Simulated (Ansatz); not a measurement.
# Si (P6/mmm) in Ansatz: single point with r2SCANh

Aim: the single point of Si with r2SCANh.

Everything below comes from runs of Ansatz 0.2.0. Logs are shortened: lines on timing, memory, paths and dates and some standing lists are left out, and cuts for length are marked.

## Step 1: The structure

It takes space group P6/mmm (No. 191, hexagonal). The conventional cell has a = 2.621 Å, b = 2.621 Å, c = 2.466 Å, α = 90.00°, β = 90.00°, γ = 120.00°. Si (site symmetry 6/mmm) is surrounded by 8 Si at 2.47 to 2.62 Å.

This isn't the form of Si at room conditions, which is diamond.

## Step 2: Single point, r2SCANh

input.yaml reads:

```yaml
crystal:
  lattice:
    - [2.6205428149, 0.0, 0.0]
    - [-1.3102714075, 2.2694566494, 0.0]
    - [0.0, 0.0, 2.46635439]
  atoms:
    - { symbol: Si, position: [0.0, 0.0, 0.0] }
hamiltonian:
  xc: r2scanh
  pseudopotentials: { kind: paw }
kpoints:
  mp_grid: { grid: [6, 6, 6] }
scf:
  occupations: { method: fermi_dirac, width: 0.05 }
output:
  forces: true
  stress: true
  eigenvalues: true
```

Potentials or basis: Ansatz PAW.

Started as:

```sh
> ansatz run input.yaml --threads 2 --pin off --max-ram 5632MiB --backend cpu --events-out ev --progress --plain --runs-dir out
```

Log:

```text
Warning: output.stress: scf.convergence.dr2_threshold = 1e-7 eV (the SCF's general default) is looser than the 1e-10 eV advised for a printed stress (1e-10 eV for each atom of the cell: 1). What an SCF threshold leaves in a stress goes as its square root, and in the free energy as the threshold itself, and one threshold admits the most on a small cell: of the crystals measured, under no hybrid functional and no lock of the moments, on runs that ended without the residual-converged pass, on stresses that held no estimate of that error, the worst erred by over 100 MPa in a component at 1e-7 eV an atom and by under 5 at 1e-10. Set scf.convergence.dr2_threshold to 1e-10 eV or tighter. The threshold is an SCF's pass mark: one that does not reach it within its budget of iterations ends unconverged, or closes short of it on a stop that the run arms, and scf.convergence.dr2_threshold's page says what that costs each kind of run
Warning: output.stress: scf.exx.energy_threshold = 1e-6 eV is looser than the 1e-8 eV advised for a stress under a hybrid functional (1e-8 eV for each atom of the cell: 1). Every SCF of the exchange loop can meet its threshold on dr2 while the loop round them stops early: no threshold on dr2 bounds what that leaves in the stress. Set scf.exx.energy_threshold to 1e-8 eV or tighter. The threshold is the loop's pass mark: a loop that does not reach it within its budget of cycles ends unconverged, and scf.exx.energy_threshold's page has the law
Warning: RAYON_NUM_THREADS=2 ignored (pool sized by the plan → 2); use --threads N
Engine: ansatz 0.2.0, x86_64-unknown-linux-gnu
Pseudopotentials: kind: paw
Pseudopotential: Si, paw, valence charge 4, recommended cutoff 500 eV (meta_gga), Si.paw.azcp
Functional definition: r2SCANh
  parameter a = 0.1
  parameter k0 = 0.174
  parameter k1 = 0.065
  parameter a1 = 4.9479
  exchange = (1 - a)*r2scan_x(k0 = k0, k1 = k1, a1 = a1) + a*exact_x
  correlation = r2scan_c
Crystal: 1 atoms, lattice volume = 14.668 Å³
Basis set: ecut = 500 eV, 393 PW (Γ), exchange–correlation on 80×80×72 points (64 copies of the dense FFT grid, shifted against one another)
Bands: 6, of which v1, the nominal top of the filled ones, is band 2 counted from 1 (1 counted from 0)
Symmetry: 24 space group operations
Space group: P6/mmm (ITA 191), of the structure as read, at distance tolerance 2.4e-5 Å
k-points: 28 of 216
Non-local potential: Si, projectors of the file, l = 0: 2, l = 1: 2, l = 2: 2
PAW form: soft (Blöchl's): semilocal exchange-correlation on the pseudo side does not see the compensation charge
PAW frozen core: Si, regenerated for the run's functional, and the local potential with it (the file was generated under x = pbe(κ = 0.804, μ = 0.2195149727645171), c = pbe(β = 0.06672455060314922))
PAW one-centre angular grid: Si, 302 points (default); XC on 160 Gauss nodes
Initial density: superposition of atomic densities (neutral atoms: chi_scale 0, normalization atom), corrected by the library's trained network
Initial wavefunctions: pseudopotential atomic-orbital guess
Functional: x = r2scan, c = r2scan; τ floored in thin density (d = 2e-4 eV/Å³), warm-up for x = 0.9 r2scan + 0.1 exact, c = r2scan; τ floored in thin density (d = 2e-4 eV/Å³)
SCF iter   1: F=—  HF=-638.567837 eV  |F-HF|=—  |Δ(HF+E_count)|=         —  Δρ=4.59e-3  dr2=2.66e-3  dr2_τ=5.34e-3  ethr=1.77e-3  ⟨swp⟩=6.4  Hψ=817  notcnv=0
preconditioner: auto → none  [insulator: Δε(μ)=0.150 eV  Ē_g=14.811 eV  σ=0.050 eV  W_gap=0.62  n_scr=0 (ndim 8)  ℏωp=19.4 eV  f_vac=0.000  D(μ)=0.92/eV (n_scr^D=8)]
SCF iter   2: F=—  HF=-638.592238 eV  |F-HF|=—  |Δ(HF+E_count)|=   2.44e-2  Δρ=2.84e-3  dr2=8.50e-4  dr2_τ=4.07e-6  ethr=6.65e-5  ⟨swp⟩=3.5  Hψ=459  notcnv=0  defer=2
iter 3 solved again at ethr=2.25e-8 eV; its pass at ethr=2.13e-5 eV (dr2=9.00e-7 eV) is discarded
SCF iter   3: F=—  HF=-638.593074 eV  |F-HF|=—  |Δ(HF+E_count)|=   8.37e-4  Δρ=1.13e-4  dr2=9.02e-7  dr2_τ=5.08e-7  ethr=2.25e-8  ⟨swp⟩=3.5  Hψ=639  notcnv=0
SCF iter   4: F=—  HF=-638.593080 eV  |F-HF|=—  |Δ(HF+E_count)|=   6.07e-6  Δρ=2.47e-5  dr2=3.24e-8  dr2_τ=1.04e-9  ethr=2.25e-8  ⟨swp⟩=3.0  Hψ=290  notcnv=0
SCF iter   5: F=—  HF=-638.593080 eV  |F-HF|=—  |Δ(HF+E_count)|=   9.49e-8  Δρ=4.96e-6  dr2=1.76e-9  dr2_τ=5.69e-11  ethr=8.10e-10  ⟨swp⟩=3.0  Hψ=286  notcnv=0
SCF iter   6: F=-638.593080 eV  HF=-638.593080 eV  |F-HF|=5.08e-10  |Δ(HF+E_count)|=   3.81e-9  Δρ=2.24e-6  dr2=4.29e-10  dr2_τ=1.06e-11  ethr=4.40e-11  ⟨swp⟩=3.0  Hψ=286  notcnv=0
SCF 1 converged in 6 iterations: F = -638.593080 eV  dr2 = 4.29e-10
Initial density: handed on by an earlier stage of this run
Initial wavefunctions: those handed on with the density
Functional: x = 0.9 r2scan + 0.1 exact, c = r2scan; τ floored in thin density (d = 2e-4 eV/Å³)
Frozen-core exchange: fock
iter 1 solved again at ethr=2.35e-6 eV; its pass at ethr=1.00e-1 eV (dr2=9.42e-5 eV) is discarded
SCF iter   1: F=—  HF=-638.495846 eV  |F-HF|=—  |Δ(HF+E_count)|=         —  Δρ=7.66e-4  dr2=2.15e-4  dr2_τ=3.13e-6  ethr=2.35e-6  ⟨swp⟩=4.7  Hψ=941  notcnv=0
preconditioner: auto → none  [insulator: Δε(μ)=0.320 eV  Ē_g=15.545 eV  σ=0.050 eV  W_gap=0.92  n_scr=0 (ndim 8)  ℏωp=19.4 eV  f_vac=0.000  D(μ)=0.24/eV (n_scr^D=0)]
SCF iter   2: F=—  HF=-638.496528 eV  |F-HF|=—  |Δ(HF+E_count)|=   6.82e-4  Δρ=3.81e-4  dr2=2.34e-5  dr2_τ=5.13e-8  ethr=2.29e-6  ⟨swp⟩=2.0  Hψ=227  notcnv=0
SCF iter   3: F=—  HF=-638.496539 eV  |F-HF|=—  |Δ(HF+E_count)|=   1.14e-5  Δρ=9.77e-5  dr2=1.06e-6  dr2_τ=8.31e-9  ethr=5.43e-7  ⟨swp⟩=2.0  Hψ=227  notcnv=0
SCF iter   4: F=-638.496540 eV  HF=-638.496540 eV  |F-HF|=5.77e-8  |Δ(HF+E_count)|=   6.64e-7  Δρ=2.38e-5  dr2=5.02e-8  dr2_τ=6.34e-10  ethr=2.56e-8  ⟨swp⟩=2.8  Hψ=261  notcnv=0  defer=1
SCF 2 converged in 4 iterations: F = -638.496540 eV  dr2 = 5.02e-8
hybrid outer 1: dexx = +8.049e-4 eV, tail = 1.13e-7 eV
Frozen-core exchange: fock
SCF iter   1: F=—  HF=-638.496541 eV  |F-HF|=—  |Δ(HF+E_count)|=         —  Δρ=2.54e-5  dr2=5.54e-8  dr2_τ=7.39e-10  ethr=1.41e-8  ⟨swp⟩=5.6  Hψ=592  notcnv=0
preconditioner: auto → none  [insulator: Δε(μ)=0.391 eV  Ē_g=15.546 eV  σ=0.050 eV  W_gap=0.96  n_scr=0 (ndim 8)  ℏωp=19.4 eV  f_vac=0.000  D(μ)=0.12/eV (n_scr^D=0)]
SCF iter   2: F=—  HF=-638.496541 eV  |F-HF|=—  |Δ(HF+E_count)|=   4.77e-8  Δρ=1.32e-5  dr2=1.32e-8  dr2_τ=1.56e-10  ethr=1.39e-9  ⟨swp⟩=2.1  Hψ=231  notcnv=0  defer=2
SCF iter   3: F=-638.496541 eV  HF=-638.496541 eV  |F-HF|=2.30e-10  |Δ(HF+E_count)|=   2.42e-8  Δρ=1.44e-6  dr2=1.69e-10  dr2_τ=1.47e-12  ethr=3.30e-10  ⟨swp⟩=3.1  Hψ=283  notcnv=0  defer=3
SCF 3 converged in 3 iterations: F = -638.496541 eV  dr2 = 1.69e-10
  Residual-converged pass: ⟨swp⟩=3.0  Hψ=263  notcnv=0  max |occ|·‖R‖ = 1.9e-6 eV (tolerance 2.4e-6 eV)  dr2=1.72e-10  dr2_τ=1.48e-12  dr2_onsite=3.37e-12  max |Δocc| = 1.4e-12
hybrid outer 2: dexx = +5.680e-10 eV, tail = 3.48e-10 eV, Δε = 1.74e-4 eV (about 1.37e-5 eV left of the loop's levels)
hybrid SCF converged: 2 outer / 7 inner (+6 warm-up), last move |dexx| = 5.68e-10 eV, tail = 3.48e-10 eV
Stability not checked: this state was not tested for a lower state beside it, because the functional holds exact exchange (a hybrid, or Hartree-Fock), whose exchange loop this test does not read (fock_operator; see scf.lower_state_search)
Free energy (F): -638.496541 eV
Frozen-core exchange: fock
Harris-Foulkes:  -638.496541 eV  (|F-HF|=2.30e-10)
Internal energy: -638.495020 eV  (E = F + TS)
E sigma→0 (E₀):  -638.495781 eV
Entropy (-TS):   -0.001522 eV (-1.522 meV/atom)
Fermi energy:    10.976466 eV
--- Per-component energies (eV) ---
  E_band       = 15.772502
  E_kinetic    = 41.721102
  E_local      = 0.228214  (includes V_loc(G=0)·N_el)
  E_nonlocal   = 24.539705
  E_hartree    = 1.050366
  E_xc         = -47.747499
  E_vxc        = -46.376541  (∫ρ·V_xc dr)
  E_exx        = -2.842372  (= α·E_x^exact, valence–valence)
  E_paw        = -520.738153  (= ΣΔE_a)
  E_vpaw       = -2.530357  (= ΣTr[D̂ρ^β])
  E_aug_tail   = 0.000005  (compensation charges beyond the density's cutoff)
  E_vtau       = 1.774370  (kinetic-family band-sum trace: ∫τ·v_τ [+ j·A + Jᵃ·Aᵃ] dr)
  E_ewald      = -134.616768
  E_core_change = -0.089619  (= ΣΔE_core)
  E_smearing   = -0.001522  (= −TS)
  E_closure    = 0.000000  (closes the sum)
  Σ components = -638.496541   (vs F -638.496541, Δ=1.14e-13)
--- Forces (eV/Å), atoms counted from 1 ---
  atom   1  Si     0.00000000     0.00000000     0.00000000
  max |Σ_I F_I| component: 1.03e-33 eV/Å
--- Stress (GPa, compression-positive) ---
        0.192027       0.000000       0.000000
        0.000000       0.192027       0.000000
        0.000000       0.000000       9.125912
  P = ⅓ Tr σ = 3.1700 GPa (31.700 kbar)
--- Band table (eV; the first three rows and the last of 28) ---
  k-point 0: bands = ["-5.4329", "18.5561", "19.1217", "21.8311", "21.8311", "23.7377"]
  k-point 1: bands = ["-4.7256", "12.2295", "22.3806", "22.3806", "24.2823", "24.2823"]
  k-point 2: bands = ["-2.6425", "6.0460", "23.9936", "23.9936", "25.6716", "25.6716"]
  k-point 27: bands = ["8.8180", "9.1890", "9.1890", "11.8686", "14.6830", "14.6830"]
```

It took 5.5 s on 2 threads of Intel Xeon Platinum 8259CL at 2.50GHz (Skylake/Cascade Lake), shared host; peak memory 0.56 GiB.

Results:

* Free energy: -638.4965 eV
* Pressure: 3.2 GPa
* Band gap on the k mesh: none (metal or under the smearing width)

Stress tensor (GPa, compression positive):
```
0.19 0.00 0.00
0.00 0.19 0.00
0.00 0.00 9.13
```

Caveat: the k mesh is coarse (spacing up to 0.46 Å⁻¹), so the values aren't converged, least of all with exact exchange; the PAW data sets come from PBE, with cores solved anew for the run's functional, which leaves a small shift of forces and pressure; the thresholds are loose for stress.
